## Which level of relativity does a band gap need?

Kohn-Sham gaps of nine binary crystals, computed with Ansatz 0.2.0 (all-electron LAPW, PBE) without relativity (1) and with the Dirac equation including spin-orbit coupling (2). Both runs for a crystal use the same cell and k mesh, with Fermi-Dirac smearing of 0.01 to 0.08 eV. Gaps are taken over the mesh and a band path; 0 means no gap.

| crystal | space group | largest Z | volume (Å³/atom) | gap, non-relativistic (1) (eV) | gap, with spin-orbit coupling (2) (eV) | gap, (2) less (1) (eV) | direct gap, non-relativistic (1) (eV) | direct gap, with spin-orbit coupling (2) (eV) | both edges at symmetry points |
| --- | --- | --- | --- | --- | --- | --- | --- | --- | --- |
| GaP | 216 | 31 | 20.24 | 1.64 | 1.57 | -0.07 | 2.15 | 1.80 | no |
| GaAs | 216 | 33 | 22.59 | 1.18 | 0.41 | -0.76 | 1.18 | 0.41 | yes |
| InP | 216 | 49 | 26.46 | 1.00 | 0.41 | -0.58 | 1.00 | 0.41 | yes |
| InAs | 216 | 49 | 27.65 | 0.66 | 0.00 | -0.66 | 0.66 | n/a | yes, where gapped |
| InSb | 216 | 51 | 33.98 | 1.20 | 0.00 | -1.20 | 1.20 | n/a | yes, where gapped |
| CdTe | 216 | 52 | 32.92 | 2.06 | 0.60 | -1.46 | 2.06 | 0.60 | yes |
| HgTe | 216 | 80 | 33.50 | 1.75 | 0.00 | -1.75 | 1.75 | n/a | yes, where gapped |
| PbS | 225 | 82 | 26.07 | 0.15 | 0.09 | -0.06 | 0.16 | 0.09 | no |
| TePb | 225 | 82 | 35.40 | 0.20 | 0.00 | -0.20 | 0.29 | n/a | no |

Without relativity, HgTe has a gap of 1.75 eV, slightly wider than that of GaP. With the Dirac equation, HgTe has no gap at all, while GaP has lost only 0.07 eV. Each pair of runs uses the same crystal cell, so no change of geometry enters the comparison. Leaving out relativity therefore does more than shift all gaps by a similar amount: it can turn a semimetal into an apparent semiconductor with a large gap.

The table gives two kinds of gap. The plain gap separates the highest filled from the lowest empty state, wherever in the band structure they lie. The direct gap compares filled and empty states of the same crystal momentum. The two agree in GaAs, InP and CdTe but differ in GaP, and this difference helps to show where relativity acts.

### Why the conduction edge comes down

An electron close to a heavy nucleus moves fast enough for its relativistic mass increase to matter. An s electron has a high density at the nucleus and feels this most, so its level drops and its shell contracts. A valence p electron is kept away from the nucleus by its angular momentum, and its level hardly moves; it is even expected to rise slightly, because the contracted s shells screen the nucleus better. These changes, which don't depend on the direction of the spin, are called scalar-relativistic effects.

In the zincblende crystals, which are the first seven rows, the valence top consists mainly of anion p orbitals. The lowest conduction state at Γ, the point of zero crystal momentum, is an antibonding combination of s orbitals on both atoms. Relativity pulls this s-like state down towards the p-like valence top, and the gap narrows. In CdTe and HgTe a second scalar effect is expected to act the same way: the filled cation d levels rise and push the valence top up. The table can't separate the two.

GaP provides a comparison within one crystal. Its lowest conduction state is known to lie near X, at the edge of the Brillouin zone, where the state has less s character. Its direct gap, known to lie at Γ, falls by 0.35 eV, several times the fall of the indirect gap. Both gaps start from the same valence top, so the difference of 0.28 eV between the two falls must come from the conduction states. The small change in the indirect gap is thus no sign that relativity is unimportant in GaP. It reflects which conduction state happens to be lowest.

The heaviest atom alone is a poor guide to the size of the effect. InP contains an atom of much larger nuclear charge than any in GaAs, yet its gap falls by 0.58 eV against 0.76 eV in GaAs. Both atoms contribute s character to the conduction edge, and phosphorus is light. The direct gap of GaP gives a starting point: replacing its phosphorus by arsenic adds about 0.4 eV to the fall, while replacing its gallium by indium adds only about 0.2 eV. About 0.1 eV of the first step is the spin-orbit part estimated below. In CdTe both atoms are heavy, and the fall reaches 1.46 eV. The two CdTe runs also differ in how many electrons they treat as valence electrons, an effect that has not been tested separately.

### How much is spin-orbit coupling?

The relativistic column also contains spin-orbit coupling, the interaction of an electron's spin with its orbital motion. It splits the p-like valence top into an upper group of four states and a lower group of two. The average energy of the six stays fixed to first order, so the four rise by half as much as the two sink. If $\Delta_{\mathrm{so}}$ is the distance between the groups, the valence top rises by

$$
\delta E_{\mathrm{v}}=\frac{\Delta_{\mathrm{so}}}{3}.
$$

The s-like conduction edge has no orbital angular momentum to couple with the spin and stays put in this simple picture. Spin-orbit coupling then narrows the gap by $\delta E_{\mathrm{v}}$, and the rest of the computed fall is assigned to scalar effects. The table has no scalar-relativistic column, so this division is an estimate and has not been computed directly. For atoms as heavy as tellurium the rise is expected to be a little less than one third of the splitting.

CdTe serves as a worked case. Its splitting is roughly 0.9 eV, a recalled measured value, so the valence top rises by about $0.9/3=0.3$ eV. The computed gap falls by 1.46 eV, which makes the spin-orbit part about one fifth. Even in this telluride, most of the fall is left to the scalar effects.

The same estimate gives about 0.1 eV for GaAs and 0.04 eV for InP. In InP that is only about 6% of the fall, because the valence top belongs mainly to light phosphorus. On these recalled splittings, spin-orbit coupling at the valence top follows mainly the anion, while the scalar shift of the conduction edge depends on both atoms. A calculation that added spin-orbit coupling to a non-relativistic crystal would repair the smaller error and leave the larger one.

InAs, InSb and HgTe need a different reading, because their relativistic gaps are zero. A gap can't be smaller than zero, whereas the s-like level can continue to sink below the p-like valence top. The tabulated change is therefore only a lower limit on the relative shift of these levels. It must not be used to rank the strength of relativity in the three crystals.

The spin-orbit estimate can still be applied to them. In InSb, spin-orbit coupling alone would reduce the non-relativistic gap of 1.20 eV to about 0.9 eV. In HgTe it would leave about 1.4 eV. On this estimate, scalar effects are needed to close either gap, although their full size remains unknown.

### A good number for a bad reason

Set beside measured gaps, the non-relativistic column can look attractive. GaAs has a measured gap of roughly 1.5 eV; the non-relativistic value is 1.18 eV and the relativistic one only 0.41 eV. The cruder treatment appears better because two errors oppose each other. PBE makes the gap too narrow, while the missing relativity makes it too wide.

The compensation fails in heavier crystals. InSb has a measured gap of roughly 0.2 eV, but the non-relativistic calculation gives 1.20 eV. Against such rough measured values, this level is too wide in four of the seven zincblende crystals and too narrow in three. Its errors can therefore reverse the order of materials, as they do for HgTe and GaP.

With relativity included, none of the seven gaps is clearly too wide. Those of GaAs, InP and CdTe are too narrow by about 1 eV. Part of the shortfall in InP comes from its cell, whose edge is about 1.5% too long. The CdTe cell errs the other way: its edge is slightly too short, which widens the gap a little and hides part of the shortfall. Zero-point motion is absent from the calculation, but it usually narrows the gaps of such crystals and so would not remove the shortfall. The main remaining cause is the known tendency of PBE to place empty states too low relative to filled ones.

The three zeros also differ in meaning. HgTe really is a semimetal with its s-like level below the p-like valence top, so the relativistic calculation finds the right kind of state. InAs and InSb are real semiconductors, and their zeros are failures of PBE. Returning to the non-relativistic level would open their gaps, but only by putting back an error that has nothing to do with the failure.

### How accurate must the gap be?

For a transistor channel, one useful measure is the intrinsic carrier density, the number of electrons and holes that heat creates in the undoped crystal. It sets a floor under some leakage currents. With the other band properties held fixed, it varies with the gap $E_{\mathrm{g}}$ and temperature $T$ as $\exp(-E_{\mathrm{g}}/2k_{\mathrm{B}}T)$, where $k_{\mathrm{B}}$ is Boltzmann's constant. The gap error that changes the density tenfold at 300 K is

$$
2k_{\mathrm{B}}T\ln 10\approx 0.12\ \mathrm{eV}.
$$

On this scale, the step between the two columns in GaAs is worth more than six powers of ten. The estimated spin-orbit part alone is worth about one. PBE's remaining error of roughly 1 eV is larger than either, so the relativistic PBE gap shouldn't be used to predict leakage. It is a sounder starting point for a better functional because the relativistic error has been removed.

For InAs and InSb channels, neither column will do. The non-relativistic gap of InSb would promise far too little thermal leakage, while the relativistic zero describes a semimetal instead of the real semiconductor. A hybrid functional or a quasiparticle correction, both known to widen such gaps, has to be combined with relativity. A quasiparticle correction applied only once is the less safe choice here, because it starts from PBE states that are probably in the wrong order near the gap. Spin-orbit coupling must be included in InSb, because its estimated effect of nearly 0.3 eV is as large as the real gap.

### Where sampling comes first

PbS and TePb have a different crystal structure and very small gaps. Here the choice of points at which the bands are calculated can matter as much as the level of relativity. The tabulated gap of PbS falls by 0.06 eV, but the gap taken from the regular mesh alone falls by 0.17 eV. The difference comes from the non-relativistic run. The 8 × 8 × 8 mesh contains L, where the gap of PbS is known to lie, and with relativity mesh and path agree on 0.09 eV. Without relativity the mesh gives 0.26 eV but the path finds a direct gap of 0.16 eV, so the bands come closest away from L, as they would if their order at L were inverted. Adding points can only lower a gap between two given bands, so that value is an upper limit and the step has no reliable size. A small step would not mean weak relativity either: the valence top at L is known to contain lead s character, so scalar effects are expected to lower it, while spin-orbit coupling brings the conduction edge down.

The relativistic zero of TePb needs similar care. The mesh alone gives a gap of 0.23 eV, but the narrowest gap is known to lie at or near L, a point that a 9 × 9 × 9 mesh centred on Γ would miss. The zero appears only when points along a band path are included. It may mean that the bands really touch or overlap, or only that the Fermi level found on the mesh cuts a band edge near L; the table can't tell which. The cell used is also longer than the measured one, which matters for so small a gap. For these two crystals, the bands around L should be sampled densely, and the character of the edge states inspected, before levels of theory are compared.

### What to pay for

A scalar-relativistic treatment changes the equation solved near each nucleus but leaves the number of basis functions the same. Its extra cost is therefore small. Full spin-orbit coupling mixes the two spin directions and doubles the size of the matrix. Since dense diagonalisation grows with the cube of that size, this step becomes about $2^3=8$ times dearer, though methods that add the coupling in a smaller set of bands can cost less.

Scalar relativity should thus be the starting point for all these crystals. The small change in GaP's indirect gap is no reason to omit it, since the direct gap changes much more and the saving is slight. In zincblende crystals whose s-like level really lies above the valence top, which leaves out HgTe, whether to add spin-orbit coupling to a gap calculation can be judged by comparing one third of the valence splitting with the accuracy required. For the gap of InP it can often wait; for tellurides and antimonides it usually can't. The rule doesn't carry over to PbS and TePb. Their lowest conduction states are known to come mainly from lead p orbitals, so spin-orbit coupling is expected to move the conduction edge strongly as well. It is needed in any case when the splitting itself or the shape of the hole bands is the quantity wanted.

For a related crystal, the first question is whether its lowest conduction state is s-like. If it is, and both atoms are heavy, a non-relativistic gap will be much wider than a relativistic one from the same functional. The anion then indicates how much of the narrowing is due to spin-orbit coupling. GaP shows a different case: its conduction edge has less s character and its anion is light, so its gap hardly changes, while its direct gap still falls by 0.35 eV.
